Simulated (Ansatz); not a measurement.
SnO2 (fluorite), relaxed with r2SCAN, was run in the PAW code Ansatz under altered settings. All numbers are computed, without spin polarisation but where a row says otherwise.

```xyz
3
Lattice="0.0000 2.5335 2.5335 2.5335 0.0000 2.5335 2.5335 2.5335 0.0000" Properties=species:S:1:pos:R:3 pbc="T T T"
Sn    0.0000    0.0000    0.0000
O     1.2667    1.2667    1.2667
O     3.8002    3.8002    3.8002
```

The base run's other keys:
```yaml
kpoints:
  mp_grid: { grid: [4, 4, 4] }
hamiltonian:
  xc: hse06
scf:
  occupations: { method: fixed }
  n_extra_bands: 4
```

It takes 13 iterations with 609 plane waves at 420 eV and 8 k points, and leaves a mean stress of -2.86 GPa. The gap over this mesh is 1.695 eV. It ran on 4 threads of Arm Neoverse V1, on a shared host.

Outcomes, with energy and stress as changes against the base:
```tsv
setting	outcome	ΔF (meV/atom)	Δ mean stress (GPa)	gap on the mesh (eV)	iterations	wall time
PBE hybrid, exx coeff 0.15, omega 0.2078 1/Å	converged	–	+4.6	1.102	13	3.4 s
PBE hybrid, exx coeff 0.5, omega 0.2078 1/Å	converged	–	-10.8	3.318	18	4.3 s
PBE hybrid, exx coeff 0.05, omega 0.2078 1/Å	converged	–	+9.4	0.545	11	3.3 s
PBE hybrid, exx coeff 0.2, unscreened	converged	–	+2.2	1.960	13	3.3 s
scf.occupations: fermi_dirac 0.001	converged	0.0	0.0	1.695	13	3.6 s
```
A dash marks a value that wasn't obtained or can't be compared. Stress is positive in compression. The base took 3.6 s.

- PBE hybrid, exx coeff 0.15, omega 0.2078 1/Å. That is 15 % exact exchange, screened with ω = 0.2078 1/Å, against HSE06's 25 % screened at 0.208 1/Å. The mean stress moves by +4.6 GPa and the gap on the mesh by -0.593 eV (to 1.102). Totals of different functionals aren't comparable.
- PBE hybrid, exx coeff 0.5, omega 0.2078 1/Å. That is 50 % exact exchange, screened with ω = 0.2078 1/Å, against HSE06's 25 % screened at 0.208 1/Å. The mean stress moves by -10.8 GPa and the gap on the mesh by +1.623 eV (to 3.318). Totals of different functionals aren't comparable.
- PBE hybrid, exx coeff 0.05, omega 0.2078 1/Å. That is 5 % exact exchange, screened with ω = 0.2078 1/Å, against HSE06's 25 % screened at 0.208 1/Å. The mean stress moves by +9.4 GPa and the gap on the mesh by -1.150 eV (to 0.545). Totals of different functionals aren't comparable.
- PBE hybrid, exx coeff 0.2, unscreened. That is 20 % exact exchange, at all ranges, against HSE06's 25 % screened at 0.208 1/Å. The mean stress moves by +2.2 GPa and the gap on the mesh by +0.265 eV (to 1.960). Totals of different functionals aren't comparable.

Within 1 meV an atom, 0.1 GPa and 0.005 eV of the base stay: scf.occupations: fermi_dirac 0.001.

No spin-orbit coupling is included; it can move band edges with weight on the heavy atoms by tenths of an eV.

The stress of a hybrid is loosely converged in these runs.

The meshes of the hybrids are coarse, so their gaps aren't converged to the digits shown.
